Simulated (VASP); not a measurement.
# Cu2O: single point with PBE

The system is Cu2O.

```
Cu O
1.0
     4.26441    0.00000    0.00000
     0.00000    4.26441    0.00000
     0.00000    0.00000    4.26441
Cu O
4 2
Direct
  0.25000 0.25000 0.25000
  0.25000 0.75000 0.75000
  0.75000 0.75000 0.25000
  0.75000 0.25000 0.75000
  0.00000 0.00000 0.00000
  0.50000 0.50000 0.50000
```

The cell isn't the ideal one: a relaxed cell with its volume scaled by 0.97.

| Quantity | Value |
| --- | --- |
| Program | VASP 6.6.1 |
| Task | single point |
| Functional | PBE |
| Potentials or basis | VASP PAW PBE potentials, release 64 (Cu, O) |
| Cutoff | 520 eV |
| k mesh | 8 × 8 × 8 |
| Occupations | gaussian, width 0.02 eV |
| Spin | collinear spin, ferromagnetic start |
| Starting moments | [1, 1, 1, 1, 0, 0] μB |

```yaml
Pressure: 3.6 GPa
Band_gap_on_the_k_mesh: 0.53 eV, direct
Net_moment: 0.00 μB per cell
Valence_electrons_inside_the_program's_atomic_spheres: Cu 9.97; O 5.03
```

Levels at points of the mesh, in eV from the valence-band top:
Spin up:
```
           k point  band 25  band 26  band 27  band 28  band 29  band 30  band 31  band 32
(0.00, 0.00, 0.00)    -1.57     0.00     0.00     0.00     0.53     1.26     1.26     7.93
(0.50, 0.00, 0.00)    -1.19    -1.19    -0.39    -0.39     2.26     2.26     4.24     4.24
(0.50, 0.50, 0.00)    -1.21    -1.21    -0.65    -0.65     1.92     1.92     3.85     3.85
(0.50, 0.50, 0.50)    -0.99    -0.57    -0.57    -0.57     2.47     2.47     2.47     4.89
```
Spin down:
| k point | band 25 | band 26 | band 27 | band 28 | band 29 | band 30 | band 31 | band 32 |
| --- | --- | --- | --- | --- | --- | --- | --- | --- |
| (0.00, 0.00, 0.00) | -1.57 | 0.00 | 0.00 | 0.00 | 0.53 | 1.26 | 1.26 | 7.93 |
| (0.50, 0.00, 0.00) | -1.19 | -1.19 | -0.39 | -0.39 | 2.26 | 2.26 | 4.24 | 4.24 |
| (0.50, 0.50, 0.00) | -1.21 | -1.21 | -0.65 | -0.65 | 1.92 | 1.92 | 3.85 | 3.85 |
| (0.50, 0.50, 0.50) | -0.99 | -0.57 | -0.57 | -0.57 | 2.47 | 2.47 | 2.47 | 4.89 |

It took 36 s on 8 MPI ranks on Intel(R) Xeon(R) Platinum 8488C (Sapphire Rapids) (shared host), peak memory 0.31 GiB a rank.

A k mesh can miss the band edges.
